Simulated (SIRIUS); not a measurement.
**BN under changes of volume**

One of the cells (9.145 Å³/atom); the others are scaled copies at fixed shape and fractional positions:

```
N B
1.0
     1.25112    0.72234    3.37293
    -1.25112    0.72234    3.37293
     0.00000   -1.44467    3.37293
N B
1 1
Cartesian
  0.0000 0.0000 6.7517
  0.0000 0.0000 0.0033
```

The cell is a database's computed one.

- Program: SIRIUS 7.12.0
- Functional: PBEsol
- Potentials or basis: all-electron FP-LAPW
- Cutoff: 427 eV
- Basis: apw+lo standard
- k mesh: 12 × 12 × 12
- Occupations: fermi-dirac, width 0.05 eV
- Spin: no spin polarisation

```tsv
volume (Å³/atom)	energy over the lowest point (meV/atom)	gap on the mesh (eV)
8.596	?	?
8.779	13.28	4.23
8.962	3.63	4.21
9.145	0.00	4.19
9.328	1.88	4.16
9.510	8.79	4.14
9.693	20.25	4.11
```

**Question.** What does the run at 8.596 Å³/atom give?

**Answer.** Energy over the lowest point 29.56 meV/atom; gap on the mesh 4.25 eV.

Worked out: A Birch-Murnaghan fit of order 3 (a polynomial in V^(-2/3)) to the other rows has its minimum at 9.17 Å³/atom with B0 = V·E''(V) = 239 GPa and B' = 3.6 at fixed shape and positions, which overstates the stiffness. It gives 29.58 meV/atom at 8.596 Å³/atom, against the run's 29.56. A straight line through the other rows of the gap, of slope -1.21 eV per unit of ln V, extrapolates to 4.26 eV, against the run's 4.25.

Energies are extrapolated to zero smearing.

A mesh can miss the band edges.
